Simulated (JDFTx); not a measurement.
Ca under changes of volume

One of the cells (43.632 Å³/atom); the others are scaled copies at fixed shape and fractional positions:

```
Ca
1.0
     0.00000    2.79420    2.79420
     2.79420    0.00000    2.79420
     2.79420    2.79420    0.00000
Ca
1
Cartesian
  0.0000 0.0000 0.0000
```

```yaml
Program: JDFTx 1.7.0 (patched build)
Functional: LDA
Potentials_or_basis: PseudoDojo-SR-LDA-0.4.1-standard with smoothed tails
Cutoff: 980 eV
Density_cutoff: 3918 eV
k_mesh: 8 × 8 × 8
Occupations: fermi-dirac, width 0.05 eV
Spin: no spin polarisation
```

| volume (Å³/atom) | energy over the lowest point (meV/atom) | pressure (GPa) |
| --- | --- | --- |
| 41.014 | 0.00 | -1.3 |
| 41.886 | 8.16 | -1.6 |
| 42.759 | ? | ? |
| 43.632 | 29.01 | -2.1 |
| 44.504 | 41.42 | -2.4 |
| 45.377 | 54.99 | -2.6 |
| 46.250 | 69.61 | -2.8 |

Task: What does the run at 42.759 Å³/atom give?

Result: Energy over the lowest point 17.88 meV/atom; pressure -1.9 GPa.

Worked out: A Birch-Murnaghan fit of order 3 (a polynomial in V^(-2/3)) to the other rows has no minimum within the range. It gives 17.88 meV/atom at 42.759 Å³/atom, against the run's 17.88, and -dE/dV = -1.9 GPa, against -1.9.

Energies are extrapolated to zero smearing.
